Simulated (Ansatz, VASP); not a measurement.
**One calculation of AgI, two programs**

```xyz
2
Lattice="0.0000 3.2886 3.2886 3.2886 0.0000 3.2886 3.2886 3.2886 0.0000" Properties=species:S:1:pos:R:3 pbc="T T T"
Ag    0.0000    0.0000    0.0000
I     1.6443    1.6443    1.6443
```

The cell was built by a generator and needn't be a form met in nature.

Alike in both runs: task single point; functional HSE06; k mesh 4 × 4 × 4; no spin polarisation.

```csv
,VASP,Ansatz
version,VASP 6.6.1,Ansatz 0.2.0
potentials or method,"VASP PAW PBE potentials, release 64 (Ag, I)","plane waves, PAW"
plane-wave cutoff (eV),520,420
occupations,"gaussian, width 0.01 eV",fixed
valence electrons in the cell,18,36
```

VASP gave:

| Quantity | Value |
| --- | --- |
| gap on the k mesh at the Fermi level (eV) | 2.48 |
| pressure (GPa) | 0.5 |

What did Ansatz give for the same quantities?

gap on the k mesh at the Fermi level (eV): 2.51; pressure (GPa): 0.6.

The two sets of potentials don't hold the same shells in valence. Ansatz warned: «stress_exchange_threshold_loose».

Caveats: the PAW data sets were made with another functional, which shifts forces and pressure a little (VASP); spin-orbit coupling is left out, which moves the levels of the heavy elements.
